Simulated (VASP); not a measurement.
# Li (Im-3m) in VASP: single point with PBE

Aim: the single point of Li with PBE.

Program: VASP 6.6.1. These are calculated values, not measurements. Logs are shortened: lines on timing, memory, paths and dates and some standing lists are left out, and cuts for length are marked.

## (1) The structure

It takes space group Im-3m (No. 229, cubic). The conventional cell has a = 3.434 Å, b = 3.434 Å, c = 3.434 Å, α = 90.00°, β = 90.00°, γ = 90.00°. Around Li (site symmetry m-3m) lie 8 Li at 2.97 Å.

## (2) Single point, PBE

Input file INCAR:

```
SYSTEM = Li
  PREC = Accurate
  ENCUT = 520
  EDIFF = 1E-7
  ISMEAR = 0
  SIGMA = 0.1
  LREAL = .False.
  LASPH = .True.
  NELM = 100
  ALGO = Normal
  ISIF = 2
  LWAVE = .False.
  LCHARG = .False.
  GGA = PE
  NBANDS = 8
```

Input file KPOINTS:

```
Automatic mesh
0
Gamma
  18 18 18
  0 0 0
```

Input file POSCAR:

```
Li
1.0
   -1.7170491696      1.7170491696      1.7170491696
    1.7170491696     -1.7170491696      1.7170491696
    1.7170491696      1.7170491696     -1.7170491696
Li
1
Direct
    0.0000000000      0.0000000000      0.0000000000
```

Potentials or basis: VASP PAW PBE potentials, release 64 (Li_sv).

Launch:

```sh
$ cat potpaw_PBE.64/Li_sv/POTCAR > POTCAR
$ mpirun -np 1 vasp_std > vasp.out
```

OUTCAR:

```text
SYSTEM = Li
   PREC = Accurate
   ENCUT = 520
   EDIFF = 1E-7
   ISMEAR = 0
   LREAL = .False.
   LASPH = .True.
   NELM = 100
   ISIF = 2
   GGA = PE

 ion  position               nearest neighbor table
   1  0.000  0.000  0.000-

  LATTYP: Found a body centered cubic cell.
 ALAT       =     3.4340983392

  Lattice vectors:

 A1 = (  -1.7170491696,   1.7170491696,   1.7170491696)
 A2 = (   1.7170491696,  -1.7170491696,   1.7170491696)
 A3 = (   1.7170491696,   1.7170491696,  -1.7170491696)

Analysis of symmetry for initial positions (statically):
=====================================================================
 Subroutine PRICEL returns:
 Original cell was already a primitive cell.

 Routine SETGRP: Setting up the symmetry group for a
 body centered cubic supercell.

 Subroutine GETGRP returns: Found 48 space group operations
 (whereof 48 operations were pure point group operations)
 out of a pool of 48 trial point group operations.

The static configuration has the point symmetry O_h .

Analysis of symmetry for dynamics (positions and initial velocities):
=====================================================================
 Subroutine PRICEL returns:
 Original cell was already a primitive cell.

 Routine SETGRP: Setting up the symmetry group for a
 body centered cubic supercell.

 Subroutine GETGRP returns: Found 48 space group operations
 (whereof 48 operations were pure point group operations)
 out of a pool of 48 trial point group operations.

The dynamic configuration has the point symmetry O_h .

 Subroutine INISYM returns: Found 48 space group operations
 (whereof 48 operations are pure point group operations),
 and found     1 'primitive' translations

----------------------------------------------------------------------------------------

                                     Primitive cell

  volume of cell :      20.2492

  direct lattice vectors                    reciprocal lattice vectors
    -1.717049170  1.717049170  1.717049170     0.000000000  0.291197252  0.291197252
     1.717049170 -1.717049170  1.717049170     0.291197252  0.000000000  0.291197252
     1.717049170  1.717049170 -1.717049170     0.291197252  0.291197252  0.000000000

  length of vectors
     2.974016401  2.974016401  2.974016401     0.411815103  0.411815103  0.411815103

  position of ions in fractional coordinates (direct lattice)
     0.000000000  0.000000000  0.000000000

  ion indices of the primitive-cell ions
[... 72 lines left out ...]
   ENCUT  =  520.0 eV  38.22 Ry    6.18 a.u.   5.53  5.53  5.53*2*pi/ulx,y,z
   NELM   =    100;   NELMIN=  2; NELMDL= -5     # of ELM steps
   EDIFF  = 0.1E-06   stopping-criterion for ELM
   LREAL  =      F    real-space projection
   EDIFFG = 0.1E-05   stopping-criterion for IOM
   NSW    =      0    number of steps for IOM
   IBRION =     -1    ionic relax: 0-MD 1-quasi-New 2-CG
   NFREE  =      0    steps in history (QN), initial steepest desc. (CG)
   ISIF   =      2    stress and relaxation
   ISYM   =      2    0-nonsym 1-usesym 2-fastsym
   POTIM  = 0.5000    time-step for ionic-motion
   TEBEG  =    0.0;   TEEND  =   0.0 temperature during run
   PSTRESS=    0.0 pullay stress
   NELECT =       3.0000    total number of electrons
   NUPDOWN=      -1.0000    fix difference up-down
   EMIN   =  10.00;   EMAX   =-10.00  energy-range for DOS
   EFERMI =   0.00;   METHOD = LEGACY
   ISMEAR =     0;   SIGMA  =   0.10  broadening in eV -4-tet -1-fermi 0-gaus
   EFERMI_NEDOS =   21; number of points for ismear=-14 and -15
   IALGO  =     38    algorithm
   IMIX   =      4    mixing-type and parameters
     AMIX     =   0.40;   BMIX     =  1.00
     AMIX_MAG =   1.60;   BMIX_MAG =  1.00
  volume/ion in A,a.u.               =      20.25       136.65
  Fermi-wavevector in a.u.,A,eV,Ry     =   0.866255  1.636985 10.209786  0.750398
  Thomas-Fermi vector in A             =   1.984618
   LORBIT       =      0    0 simple, 1 ext, 2 COOP (PROOUT), +10 PAW based schemes
   GGA     = PE    functional components
   LHFCALC =     F    Hartree Fock is set to
   AEXX    =    0.0000 exact exchange contribution
   IVDW    =     0    specifies the selected vdW correction
   LEPSILON=     F    determine dielectric tensor
   LRPA    =     F    only Hartree local field effects (RPA)
 non-spin polarized calculation
 Gauss-broadening in eV      SIGMA  =   0.10
  energy-cutoff  :      520.00
  volume of cell :       20.25
 maximum number of plane-waves:       563
 NGX is ok and might be reduce to    24
   NGX = 11   NGY = 11   NGZ = 11

 number of electron       3.0000000 magnetization

 Free energy of the ion-electron system (eV)
  ---------------------------------------------------
  ext. energy  EPLUGINS =         0.00000000
  ---------------------------------------------------
  free energy    TOTEN  =        -1.90618763 eV

  energy without entropy =       -1.90366186  energy(sigma->0) =       -1.90492474

 E-fermi :   0.6343     XC(G=0):  -7.0467

 val. band max:        0.6059719710   @ k =   0.2778   0.2222   0.0000
 cond. band min:       0.6585969003   @ k =   0.3333   0.1667   0.0000
 fundamental gap:      0.0526249293
 Fermi energy:         0.6343398501

 k-point     1 :       0.0000    0.0000    0.0000
  band No.  band energies     occupation
      1     -45.8992      2.00000
      2      -2.9336      2.00000
      3      15.2438      0.00000
      4      15.2438      0.00000
      5      15.2438      0.00000
      6      20.0173      0.00000
      7      20.0173      0.00000
      8      20.0173      0.00000
[... 243 lines left out ...]
 k-point    24 :       0.3889    0.1111    0.0000
  band No.  band energies     occupation
      1     -45.8797      2.00000
      2       0.7471      0.11075
      3       4.4179      0.00000
      4       9.8376      0.00000
      5      11.5954      0.00000
      6      16.4434      0.00000
      7      18.2313      0.00000
      8      22.6572      0.00000

 [... further k-points ...]
[... 5 lines left out ...]
  --------------------------------------------------------------------------------------
  -------------------------------------------------------------------------------------
  Total       -0.0091164     -0.0091164     -0.0091164      0.0000000     -0.0000000     -0.0000000
  in kB       -0.7213125     -0.7213125     -0.7213125      0.0000000     -0.0000000     -0.0000000
  external PRESSURE =      -0.7213125 kB  Pullay stress =       0.0000000 kB

 VOLUME and BASIS-vectors are now :
 -----------------------------------------------------------------------------
  energy-cutoff  :      520.00
  volume of cell :       20.25
      direct lattice vectors                 reciprocal lattice vectors
    -1.717049170  1.717049170  1.717049170     0.000000000  0.291197252  0.291197252
     1.717049170 -1.717049170  1.717049170     0.291197252  0.000000000  0.291197252
     1.717049170  1.717049170 -1.717049170     0.291197252  0.291197252  0.000000000

 POSITION                                       TOTAL-FORCE (eV/Angst)
 -----------------------------------------------------------------------------------
      0.00000      0.00000      0.00000         0.000000     -0.000000      0.000000
 -----------------------------------------------------------------------------------
    total drift:                                0.000000      0.000000     -0.000000

  FREE ENERGIE OF THE ION-ELECTRON SYSTEM (eV)
  ---------------------------------------------------
  free  energy   TOTEN  =        -1.9061876279 eV

  energy  without entropy=       -1.9036618570  energy(sigma->0) =       -1.90492474
```

Wall time 9.9 s (1 thread of Intel Xeon Platinum 8488C (Sapphire Rapids), shared host); peak memory 0.14 GiB.

Results:

- Free energy: -1.9062 eV
- Band gap on the k mesh: none (metal or under the smearing width)

Caveat: the cutoff is under 1.25 times the usual one of these potentials, so pressure, stress and relaxed cells hold a basis-set (Pulay) error.
